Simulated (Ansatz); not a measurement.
# MoS2: energy above lowest point against volume scale

Results calculated with Ansatz 0.2.0, not measured. Free energy against uniform scaling of the volume at fixed shape and fractions; periodic cell, basis, potentials, k mesh and filling as listed.

The cell before it is scaled or strained (space group R3m, No. 160):
```
CELL_PARAMETERS angstrom
1.58000 0.91220 6.15000
-1.58000 0.91220 6.15000
0.00000 -1.82440 6.15000
ATOMIC_POSITIONS crystal
Mo 0.00000 0.00000 0.00000
S 0.25000 0.25000 0.25000
S 0.41700 0.41700 0.41700
```

Settings of every row: functional PBEsol; dispersion none; potentials PAW; wave cutoff 517.02 eV; density cutoff 2068.1 eV; k mesh 11x11x11; k shift 0x0x0; occupations cold; smearing width 0.1 eV; spin none.

Limits: a layered crystal: even scaling strains the bonds within the layers, so this curve is stiffer than the crystal under pressure.

| row | volume scale | V (Å³/atom) | energy above lowest point (meV/atom) |
| --- | --- | --- | --- |
| 1 | 0.9 | 15.955 | 108 |
| 2 | 0.925 | 16.398 | 58.7 |
| 3 | 0.95 | 16.841 | ? |
| 4 | 0.975 | 17.285 | 6.6 |
| 5 | 1 | 17.728 | 0 |
| 6 | 1.025 | 18.171 | 4.2 |
| 7 | 1.05 | 18.614 | 17.9 |
| 8 | 1.075 | 19.057 | 39.9 |
| 9 | 1.1 | 19.5 | 69 |

Question: what energy above lowest point should row 3 give?

Worked fit of energy above lowest point. Take u = (V_r/V)^(2/3) − 1 with V_r = 17.95 Å³ an atom, which is twice the finite (Eulerian) strain; such expansions in the strain, on which the Birch-Murnaghan equation of state is built, carry the rest volume and the bulk modulus. The shown rows have u = 0.08171, 0.06214, 0.02549, 0.00833, -0.00812, -0.02393, -0.03911, -0.05372. Least squares give energy above lowest point = 0.86 − 260.7 × u + 18955 × u² + 3472 × u³ meV/atom; a parabola predicts inner rows, each left out in turn, worse (root mean square 0.25 against 0.04 meV/atom). The rows lie off it by 0.0, 0.0, 0.0, 0.0, 0.0, 0.0, 0.1, 0.0. Its lowest point lies at u = 0.0069, or V = 17.77 Å³ an atom, and the curvature there gives the bulk modulus at fixed shape and fractions, B = (4/9)(1 + u)² E″(u)/V = 155 GPa. Letting shape and atoms relax would as a rule lower it, by much in layered, chain or molecular crystals. The withheld row has u = 0.04343, so the fit gives 0.86 − 260.7 × (0.04343) + 18955 × (0.04343)² + 3472 × (0.04343)³ = 25.6 meV/atom.

The calculation gave 25.6 meV/atom. The fit meets it to the printed digit.
